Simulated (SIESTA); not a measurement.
The system is Ir.

```xyz
4
Lattice="3.8312 0.0000 0.0000 0.0000 3.8312 0.0000 0.0000 0.0000 3.8312" Properties=species:S:1:pos:R:3 pbc="T T T"
Ir    0.0000    0.0000    0.0000
Ir    0.0000    1.9156    1.9156
Ir    1.9156    0.0000    1.9156
Ir    1.9156    1.9156    0.0000
```

```yaml
Program: SIESTA 5.4.2
Task: relaxation of cell and atoms
Functional: PBEJsJrLO
Potentials_or_basis: PseudoDojo 0.4 standard (PBE files)
Basis: SZP (energy shift 0.002 Ry)
Grid_cutoff: 800 Ry
Energy_shift: 0.002 Ry
k_mesh: 7 × 7 × 7
Occupations: fermi-dirac, width 0.05 eV
Spin: no spin polarisation
```

At the start: pressure 16.3 GPa; volume 14.06 Å³/atom.

How do energy, volume and symmetry change on relaxing?

Over 3 steps the energy falls by 23.8 meV/atom and the volume is 14.54 Å³/atom (+3.4 %); space group Fm-3m (No. 225, to 0.05 Å).

Step by step:
```tsv
step	energy change (eV)	largest force (eV/Å)	pressure (GPa)	volume (Å³)
1	0.0000	0.0000	16.34	56.23
2	-0.0668	0.0000	8.73	57.11
3	-0.0953	0.0000	0.23	58.16
```

Final structure:
```
Ir
1.0
     3.87434    0.00000    0.00000
     0.00000    3.87434    0.00000
     0.00000    0.00000    3.87434
Ir
4
Cartesian
  0.0000 0.0000 0.0000
  0.0000 1.9372 1.9372
  1.9372 0.0000 1.9372
  1.9372 1.9372 0.0000
```

Caveat: short orbitals over semicore shells can move pressures by several GPa; the potentials were made for another functional, which shifts forces and pressure; the basis of atomic orbitals isn't converged, which shifts pressures, moduli and gaps.
